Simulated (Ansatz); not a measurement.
**Zone-centre modes in NbP**

Level of theory: Ansatz 0.2.0, DFT PBE, scalar-relativistic, plane waves, PAW. Cutoff 420 eV, Γ-centred 14×14×4 k-points, Gaussian smearing of 0.15 eV. No spin polarisation.

Reference structure (relaxed at this level; it needn't be the usual structure):

```
Nb P
1.0
     0.00000   -3.34705    0.00000
    -3.34705    0.00000    0.00000
     0.00000    0.00000  -11.42796
Nb P
4 4
Cartesian
  0.0000 0.0000 -2.8566
  -1.6735 -1.6735 -8.5706
  -1.6735 0.0000 -5.7136
  0.0000 -1.6735 -11.4276
  -1.6735 -1.6735 -1.9131
  0.0000 0.0000 -7.6271
  0.0000 -1.6735 -4.7701
  -1.6735 0.0000 -10.4841
```

Harmonic modes by finite displacements of 0.02 Å, without the LO–TO term. The cell doubles the primitive one, so its zone centre also holds the primitive cell's point q = (1/2, 1/2, 1/2).

Task: At this geometry, is the structure stable against these modes?

Result: Yes: no mode is imaginary beyond 10 cm⁻¹, and only the three translations lie near zero.

Task: List the wavenumbers in cm⁻¹.

Result: 0, 0, 0, 94, 94, 151, 151, 173, 173, 182, 182, 249, 320, 320, 324, 324, 354, 354, 362, 362, 365, 370, 370, 382.

Cost: 1 run of about 2.7 core-minutes, on AMD EPYC 9R45 (Zen 5) (shared hosts).